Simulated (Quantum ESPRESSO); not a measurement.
Runs of Quantum ESPRESSO 7.5 on MgS (Niningerite). Symmetry: Fm-3m, No. 225, cubic system. Conventional cell: a = 5.203 Å, b = 5.203 Å, c = 5.203 Å, α = 90.00°, β = 90.00°, γ = 90.00°. S (site symmetry m-3m) is surrounded by 6 Mg at 2.60 Å. Around Mg (site symmetry m-3m) lie 6 S at 2.60 Å. 

```csv
task,level,potentials or basis,cell,cutoff (eV),form of the LDA correlation,pressure (GPa)
phonons,LDA,PseudoDojo 0.4.1 SR LDA standard,relaxed,1143,PW92,0.0
dielectric tensor,LDA,GBRV 1.5 LDA,as given,612,PZ81,-3.4
phonons,revPBE,PseudoDojo 0.4.1 SR PBE standard,relaxed,1143,-,0.0
dielectric tensor,PBEsol,GBRV 1.5 PBEsol,as given,612,-,(a)
dielectric tensor,WC,GBRV 1.5 PBE,as given,612,-,-0.7
dielectric tensor,BLYP,GBRV 1.5 PBE,as given,612,-,3.8
```

Alike in all rows: no spin polarisation; k mesh 6 × 6 × 6, shifted; smearing fermi-dirac 0.05 eV.

Question: Fill in the values left out.

Answer: (a) -1.1.

Caveats: the potentials were made for another functional, which shifts forces and pressure (some runs); the cell is more than 3 GPa from zero pressure, which shifts response properties (some runs); before the sum rule the acoustic modes lie tens of cm⁻¹ from zero, a sign that the density grid also shifts the optical modes (some runs).

Runs at the PBE level aren't shown here.
